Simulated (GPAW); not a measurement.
# Ge (Fd-3m) in GPAW: convergence with density grid spacing (A)

Aim: find how far density grid spacing (A) must go before the results for Ge settle, at PBE. This setting moves, with any that are tied to it; all else stays.

Program: GPAW 26.7.0. These are calculated values, not measurements. Logs are shortened: lines on timing, memory, paths and dates and some standing lists are left out, and cuts for length are marked. The log counts tension as positive stress, the text compression.

### Step 1. The structure

Symmetry: Fd-3m, No. 227, cubic system. The conventional cell has a = 5.658 Å, b = 5.658 Å, c = 5.658 Å, α = 90.00°, β = 90.00°, γ = 90.00°. Ge (site symmetry -43m) has 4 Ge at 2.45 Å as nearest neighbours.

### Step 2. With density grid spacing (A) 0.24

The input, run.py:

```python
from ase import Atoms
from ase.dft.bandgap import bandgap
from ase.io import write
from ase.units import GPa
from gpaw import GPAW, PW

atoms = Atoms(['Ge', 'Ge'],
              cell=[[0.0, 2.82891, 2.82891],
                    [2.82891, 0.0, 2.82891],
                    [2.82891, 2.82891, 0.0]],
              scaled_positions=[[0.75, 0.75, 0.75],
                                [0.5, 0.5, 0.5]],
              pbc=True)

calc = GPAW(mode=PW(600),
            h=0.24,
            xc='PBE',
            kpts={'size': (8, 8, 8), 'gamma': True},
            occupations={'name': 'fermi-dirac', 'width': 0.05},
            nbands=11,
            convergence={'density': 1e-05, 'energy': 1e-05},
            maxiter=100,
            txt='gpaw.txt')
atoms.calc = calc
energy = atoms.get_potential_energy()
forces = atoms.get_forces()
stress = atoms.get_stress()
calc.write('gs.gpw')
write('result.traj', atoms)
print(f'Energy: {energy:.6f} eV')
print('Forces (eV/A):')
print(forces.round(4))
print('Stress (GPa):', (stress / GPa).round(3))
print('Fermi level:', round(calc.get_fermi_level(), 4), 'eV')
print(f'Gap: {bandgap(calc)[0]:.4f} eV, direct: {bandgap(calc, direct=True)[0]:.4f} eV')
```

Potentials or basis: GPAW PAW data sets (gpaw-data 1.2.1), pw.

Run with:

```bash
$ OMP_NUM_THREADS=1 python run.py
```

Run time: 6.8 s. Hardware: 1 thread of Arm Neoverse V1, shared host; peak memory 0.14 GiB.

Results:

| Property | Result |
| --- | --- |
| Free energy | -8.9937 eV |
| Pressure | 3.9 GPa |
| Band gap on the k mesh | 0.09 eV, direct |

### Step 3. With density grid spacing (A) 0.2

run.py, as its differences from that of step 2:

```diff
@@ -15,3 +15,3 @@
 calc = GPAW(mode=PW(600),
-            h=0.24,
+            h=0.2,
             xc='PBE',
```

Potentials or basis: GPAW PAW data sets (gpaw-data 1.2.1), pw.

Run with:

```bash
$ OMP_NUM_THREADS=1 python run.py
```

It took 8.7 s on 1 thread of Arm Neoverse V1, shared host; peak memory 0.14 GiB.

Results:

```yaml
Free_energy: -8.9959 eV
Pressure: 3.9 GPa
Band_gap_on_the_k_mesh: 0.09 eV, direct
```

### Step 4. With density grid spacing (A) 0.17

run.py, as its differences from that of step 3:

```diff
@@ -15,3 +15,3 @@
 calc = GPAW(mode=PW(600),
-            h=0.2,
+            h=0.17,
             xc='PBE',
```

Run with:

```bash
$ OMP_NUM_THREADS=1 python run.py
```

Wall time 9.7 s (1 thread of Arm Neoverse V1, shared host); peak memory 0.15 GiB.

What came out:

| Item | Value |
| --- | --- |
| Free energy | -8.9959 eV |
| Pressure | 3.9 GPa |
| Band gap on the k mesh | 0.09 eV, direct |

### Step 5. With density grid spacing (A) 0.15

run.py, as its differences from that of step 4:

```diff
@@ -15,3 +15,3 @@
 calc = GPAW(mode=PW(600),
-            h=0.17,
+            h=0.15,
             xc='PBE',
```

Run with:

```bash
$ OMP_NUM_THREADS=1 python run.py
```

It took 13 s on 1 thread of Arm Neoverse V1, shared host; peak memory 0.15 GiB.

It converged, with:

```
Free energy            : -8.9959 eV
Pressure               : 3.9 GPa
Band gap on the k mesh : 0.09 eV, direct
```

### Step 6. With density grid spacing (A) 0.13

run.py, as its differences from that of step 5:

```diff
@@ -15,3 +15,3 @@
 calc = GPAW(mode=PW(600),
-            h=0.15,
+            h=0.13,
             xc='PBE',
```

Potentials or basis: GPAW PAW data sets (gpaw-data 1.2.1), pw.

Run with:

```bash
$ OMP_NUM_THREADS=1 python run.py
```

Run time: 13 s. Hardware: 1 thread of Arm Neoverse V1, shared host; peak memory 0.17 GiB.

The run converged. Its results:

| Property | Result |
| --- | --- |
| Free energy | -8.9959 eV |
| Pressure | 3.9 GPa |
| Band gap on the k mesh | 0.09 eV, direct |

### Step 7. With density grid spacing (A) 0.11

run.py, as its differences from that of step 6:

```diff
@@ -15,3 +15,3 @@
 calc = GPAW(mode=PW(600),
-            h=0.13,
+            h=0.11,
             xc='PBE',
```

Run with:

```bash
$ OMP_NUM_THREADS=1 python run.py
```

It took 31 s on 1 thread of Arm Neoverse V1, shared host; peak memory 0.21 GiB.

It converged, with:

- Free energy: -8.9960 eV
- Pressure: 3.9 GPa
- Band gap on the k mesh: 0.09 eV, direct

### Step 8. With density grid spacing (A) 0.09

run.py, as its differences from that of step 7:

```diff
@@ -15,3 +15,3 @@
 calc = GPAW(mode=PW(600),
-            h=0.11,
+            h=0.09,
             xc='PBE',
```

Potentials or basis: GPAW PAW data sets (gpaw-data 1.2.1), pw.

Run with:

```bash
$ OMP_NUM_THREADS=1 python run.py
```

gpaw.txt:

```text
__  _  _
 | _ |_)|_||  |
 |__||  | ||/\| - 26.7.0

Input parameters:
  mode=PW(ecut=600.0),
  convergence={'density': 1e-05, 'energy': 1e-05},
  h=0.09,
  kpts=MonkhorstPack(size=(8, 8, 8), gamma=True),
  maxiter=100,
  nbands=11,
  occupations=Occupations(name='fermi-dirac', width=0.05),
  xc=XC(name='PBE')

Diagonalizing LCAO Hamiltonian
Converting LCAO to pw mode

           Ge

       Ge

Atoms  # Å, Bohr magnetons
|   | symbol |        x |        y |        z |    initial magnetic moments |
|---|--------|----------|----------|----------|-----------------------------|
| 0 |     Ge | 4.243365 | 4.243365 | 4.243365 | ( 0.0000,  0.0000,  0.0000) |
| 1 |     Ge | 2.828910 | 2.828910 | 2.828910 | ( 0.0000,  0.0000,  0.0000) |

Unit cell  # Å
| periodic |        x |        y |        z |  lengths |    angles |
|----------|----------|----------|----------|----------|-----------|
|      yes | 0.000000 | 2.828910 | 2.828910 | 4.000683 | 60.000000 |
|      yes | 2.828910 | 0.000000 | 2.828910 | 4.000683 | 60.000000 |
|      yes | 2.828910 | 2.828910 | 0.000000 | 4.000683 | 60.000000 |

Number of symmetries: 24
Symmetry operations  # r_c * U_cc + t_c -> r_c
|    | kind |            matrix            |
|----|------|------------------------------|
|  0 |  E   |  1, 0, 0,  0, 1, 0,  0, 0, 1 |
|  1 |  σ   |  1, 0, 0,  0, 0, 1,  0, 1, 0 |
|  2 |  σ   |  1, 0,-1,  0, 1,-1,  0, 0,-1 |
|  3 |  C3  |  1, 0,-1,  0, 0,-1,  0, 1,-1 |
|  4 |  C3  |  1,-1, 0,  0,-1, 1,  0,-1, 0 |
|  5 |  σ   |  1,-1, 0,  0,-1, 0,  0,-1, 1 |
|  6 |  σ   |  0, 1, 0,  1, 0, 0,  0, 0, 1 |
|  7 |  C3  |  0, 1, 0,  0, 0, 1,  1, 0, 0 |
|  8 |  C2  |  0, 1,-1,  1, 0,-1,  0, 0,-1 |
|  9 |  S4  |  0, 1,-1,  0, 0,-1,  1, 0,-1 |
| 10 |  C3  |  0, 0, 1,  1, 0, 0,  0, 1, 0 |
| 11 |  σ   |  0, 0, 1,  0, 1, 0,  1, 0, 0 |
| 12 |  S4  |  0, 0,-1,  1, 0,-1,  0, 1,-1 |
| 13 |  C3  |  0, 0,-1,  0, 1,-1,  1, 0,-1 |
| 14 |  S4  |  0,-1, 1,  1,-1, 0,  0,-1, 0 |
| 15 |  C2  |  0,-1, 1,  0,-1, 0,  1,-1, 0 |
| 16 |  C3  |  0,-1, 0,  1,-1, 0,  0,-1, 1 |
| 17 |  S4  |  0,-1, 0,  0,-1, 1,  1,-1, 0 |
| 18 |  S4  | -1, 1, 0, -1, 0, 1, -1, 0, 0 |
| 19 |  C3  | -1, 1, 0, -1, 0, 0, -1, 0, 1 |
| 20 |  C3  | -1, 0, 1, -1, 1, 0, -1, 0, 0 |
| 21 |  S4  | -1, 0, 1, -1, 0, 0, -1, 1, 0 |
| 22 |  σ   | -1, 0, 0, -1, 1, 0, -1, 0, 1 |
| 23 |  C2  | -1, 0, 0, -1, 0, 1, -1, 1, 0 |

BZ-sampling:
  Number of BZ points: 512
  Number of IBZ points: 29

  Monkhorst-Pack size: [8, 8, 8]
  Monkhorst-Pack shift: [0.0625, 0.0625, 0.0625]

K-points  # in reciprocal-cell coordinates
|     |                                coordinates |     weight |
|-----|--------------------------------------------|------------|
|   0 | (  0.00000000,   0.00000000,   0.00000000) | 0.00195312 |
|   1 | (  0.12500000,   0.12500000,   0.00000000) | 0.01171875 |
|   2 | (  0.12500000,   0.12500000,   0.12500000) | 0.01562500 |
|   3 | (  0.25000000,   0.12500000,   0.12500000) | 0.02343750 |
|   4 | (  0.25000000,   0.25000000,   0.00000000) | 0.01171875 |
|   5 | (  0.25000000,   0.25000000,   0.12500000) | 0.04687500 |
|   6 | (  0.25000000,   0.25000000,   0.25000000) | 0.01562500 |
|   7 | (  0.37500000,   0.25000000,  -0.37500000) | 0.04687500 |
|   8 | (  0.37500000,   0.25000000,   0.12500000) | 0.04687500 |
|   9 | (  0.37500000,   0.25000000,   0.25000000) | 0.04687500 |
| ... |                                            |            |
|  28 | (  0.50000000,   0.50000000,   0.50000000) | 0.00781250 |

Plane wave coefficients: 1540
Cutoff: 600.0 eV

Spin-components: 1 (collinear spins)
Bands:           11
Projectors:      10
Spin-degeneracy: 2
Datatype:        complex128

Parallelization:
  kpt:    1
  domain: 1
  band:   1

Density:
  Valence electrons: 8.0
  Components: 1
  Grid points: [45 45 45]
  Charge: 0.0  # |e|

Potential:
  Grid points: [45 45 45]

species:
  Ge:
    name:    Germanium
    Z:       32.0
    valence: 4
    core:    28
    charge:  0.0  # [|e|]
    compensation charges:
      type: gauss
      rc: 0.32  # [Å]
      lmax: 2
    cutoffs:
      filter: 1.77  # [Å]
      core: 3.42  # [Å]
    projectors
    | kind |    occ | energy [eV] | rcut [Å] |
    |------|--------|-------------|----------|
    |   4s |  2.000 |     -11.726 |    1.005 |
    |   4p |  2.000 |      -3.896 |    1.005 |
    |    s |        |      15.485 |    1.005 |
    |    p |        |      23.315 |    1.005 |
    |    d |        |       0.000 |    1.005 |

    Using partial waves for Ge as LCAO basis

Reference energy: -114195.275705  # eV

eigensolver:
  PPCG
  Converge bands: occupied
  niter=2

density mixing:
  MSR1-Mixer
  Pratt-step length: 0.05
  Maximum mixing coefficient: 0.75
  Old densities: 10
  SVD Regularization: 0.005
  Good broyden scale: 1.0
  Trust region scale: 1.0
  Backstep threshold: 4.0
  History deletion threshold: 6.0
  Fourier metric: weight=20.0, sigma=0.015

occupation numbers:
  Fermi-Dirac:
    width: 0.0500  # eV

poisson solver:
  ecut: 4800.0  # eV

xc functional:
  name: PBE with 2 nearest neighbor stencil

convergence criteria:
- Maximum integral of absolute [dens]ity change: 1e-05 electrons / valence electron
- Maximum [total energy] change in last 3 cyles: 1e-05 eV / valence electron
- Maximum integral of absolute [eigenst]ate change: 4e-08 eV^2 / valence electron
maximum number of iterations: 100

SCF iterations
|iter     | |      energy | eigst |  dens |
|---------|-|-------------|-------|-------|
|iter:   1| |   -9.029723 | -0.45 |       |
|iter:   2| |   -9.026898 | -2.72 | -0.91 |
|iter:   3| |   -8.995485 | -2.68 | -0.93 |
|iter:   4| |   -8.995516 | -3.59 | -1.53 |
|iter:   5| |   -8.995609 | -5.23 | -2.48 |
|iter:   6| |   -8.995616 | -6.77 | -3.16 |
|iter:   7| |   -8.995616c| -7.89c| -3.75 |
|iter:   8| |   -8.995616c| -8.44c| -5.09c|

Converged in 8 steps
Energy contributions relative to reference atoms: (reference = -114195.275705)

Energy contributions:
  Kinetic:          26.186336
  Coulomb:         -23.367605
  Zero:              0.005455
  External:          0.000000
  Xc:              -11.819467
  Entropy:          -0.000673
  Spinorbit:         0.000000
  ----------------------------
  Free energy:      -8.995953
  Extrapolated:     -8.995616

dipole moment: (3.674019, 3.674019, 3.674019)  # |e|*Ang

Fermi level: 6.044
Eigenvalues  # (at kpt = [0.000, 0.000, 0.000])
| band index |      eig [eV] | occ [0-2] |
|------------|---------------|-----------|
|          0 |        -6.778 |     2.000 |
|          1 |         5.979 |     1.569 |
|          2 |         5.979 |     1.569 |
|          3 |         5.979 |     1.569 |
|          4 |         6.070 |     0.748 |
|          5 |         8.538 |     0.000 |
|          6 |         8.538 |     0.000 |
|          7 |         8.538 |     0.000 |
|          8 |        12.428 |     0.000 |
|          9 |        15.366 |     0.000 |
|         10 |        15.369 |     0.000 |

Gap: 0.090 eV
Transition (v -> c):
  (s=0, k=0, n=3, [0.00, 0.00, 0.00]) -> (s=0, k=0, n=4, [0.00, 0.00, 0.00])
No difference between direct/indirect transitions

Forces  # eV/Ang
|        x |       y |       z |
|----------|---------|---------|
| -0.00000 | 0.00000 | 0.00000 |  # Ge   0
| -0.00000 | 0.00000 | 0.00000 |  # Ge   1

Stress tensor  # eV/Ang^3
|         x |         y |         z |
|-----------|-----------|-----------|
| -0.024331 | -0.000000 | -0.000000 |
| -0.000000 | -0.024331 |  0.000000 |
| -0.000000 |  0.000000 | -0.024331 |

# Writing to gs.gpw (mode='')
```

It took 46 s on 1 thread of Arm Neoverse V1, shared host; peak memory 0.25 GiB.

What came out:

| Property | Result |
| --- | --- |
| Free energy | -8.9960 eV |
| Pressure | 3.9 GPa |
| Band gap on the k mesh | 0.09 eV, direct |

### Step 9. Summary

| density grid spacing (A) | energy less the tightest run, at zero smearing (meV/atom) | SCF cycles | CPU time (s) | peak memory (GiB) |
| --- | --- | --- | --- | --- |
| 0.24 | 1.11 | 8 | 6.8 | 0.14 |
| 0.2 | 0.03 | 8 | 8.7 | 0.14 |
| 0.17 | 0.01 | 8 | 9.7 | 0.15 |
| 0.15 | 0.01 | 8 | 13 | 0.15 |
| 0.13 | 0.00 | 8 | 13 | 0.17 |
| 0.11 | 0.00 | 8 | 31 | 0.21 |
| 0.09 | 0.00 | 8 | 46 | 0.25 |

Against the tightest run, the energy stays within 1 meV/atom from 0.2 on. The tightest run that finished is the yardstick and may itself not be fully converged.
